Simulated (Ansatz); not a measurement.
# InSb: convergence and cost

The task here is to estimate one member of a computed series from the others.

Computed with Ansatz 0.2.0 (DFT PBE, scalar-relativistic, plane waves, PAW for the base; runs at other levels say so in their headings and inputs, unless a step's input says otherwise).

### Starting point

Symmetry: Cmcm, No. 63, orthorhombic system. The conventional cell has a = 6.127 Å, b = 6.163 Å, c = 6.127 Å, α = 90.00°, β = 90.00°, γ = 90.00°. Around In (site symmetry m2m) lie 6 Sb at 3.06 to 3.09 Å. Sb (site symmetry m2m) has 6 In at 3.06 to 3.09 Å as nearest neighbours.

Coordinates:

```
In Sb
1.0
     3.06331   -3.08137    0.00000
     3.06331    3.08137    0.00000
     0.00000    0.00000    6.12689
In Sb
2 2
Direct
  0.27941 0.72059 0.25000
  0.72059 0.27941 0.75000
  0.77721 0.22279 0.25000
  0.22279 0.77721 0.75000
```

The structure comes from the Materials Project (structure only); it is used as listed.

The first run:

input.yaml reads:

```yaml
crystal:
  lattice:
    - [3.063314, -3.081373, 0.0]
    - [3.063314, 3.081373, 0.0]
    - [0.0, 0.0, 6.126894]
  atoms:
    - { symbol: In, position: [0.279411, 0.720589, 0.25] }
    - { symbol: In, position: [0.720589, 0.279411, 0.75] }
    - { symbol: Sb, position: [0.777205, 0.222795, 0.25] }
    - { symbol: Sb, position: [0.222795, 0.777205, 0.75] }
basis:
  ecutwfc: 420
kpoints:
  mp_grid: { grid: [4, 4, 4] }
hamiltonian:
  xc: pbe
scf:
  occupations: { method: gaussian, width: 0.1 }
output:
  forces: true
  stress: true
  eigenvalues: true
```

Command:

```console
$ ansatz run input.yaml --threads 1 --pin off --max-ram 2560MiB --backend cpu --events-out ev --progress --plain --runs-dir out
```

Steps of the session up to this table: Quick check of gap, pressure and forces; The base run, for reference; Functional: LDA; Functional set to PBEsol; Functional set to r2SCAN; Functional set to HSE06.

One table of the session follows, with a row left open; its other results are not shown here.

```
functional  pressure (GPa)  largest force (eV/Å)
       PBE             0.1                 0.011
       LDA            -4.1                 0.043
    PBEsol            -2.7                 0.020
    r2SCAN               ?                     ?
     HSE06            -1.6                 0.135
```

**Question.** Estimate the row for r2SCAN.

As computed: pressure (GPa): -1.4; largest force (eV/Å): 0.066. In the column «pressure (GPa)» it lies between HSE06 (-1.6) and PBE (0.1).

Caveats from the session: Warnings in the runs' records: filled band counts differ across k points, stress scf threshold loose, stress exchange threshold loose.
